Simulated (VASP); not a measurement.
Here is a VASP 6.6.1 calculation.

Contents of INCAR:

```
SYSTEM = LiF
PREC = Accurate
ENCUT = 520
EDIFF = 1E-6
ISMEAR = 0
SIGMA = 0.02
LREAL = .False.
LASPH = .True.
NELM = 100
ALGO = Fast
ISIF = 2
LWAVE = .False.
LCHARG = .False.
GGA = PE
NBANDS = 12
```

KPOINTS

```
regular mesh
0
Gamma
  8 8 6
  0 0 0
```

File POSCAR:

```
LiF
1.0
    2.6950672281      0.0000000000      0.0000000000
    0.0000000000      2.6950672281      0.0000000000
    0.0000000000      0.0000000000      4.4518834996
Li F
1 1
Direct
    0.0000000000      0.0000000000      0.0000000000
    0.5000000000      0.5000000000      0.0000000000
```

Potentials or basis: VASP PAW PBE potentials, release 64 (Li_sv, F).

The run is started by

```bash
$ cat potpaw_PBE.64/Li_sv/POTCAR potpaw_PBE.64/F/POTCAR > POTCAR
$ mpirun -np 1 vasp_std > vasp.out
```

What does it give for the band gap on the k mesh?

5.77 eV, indirect (least direct gap 6.14 eV).

 A k mesh can miss the band edges.
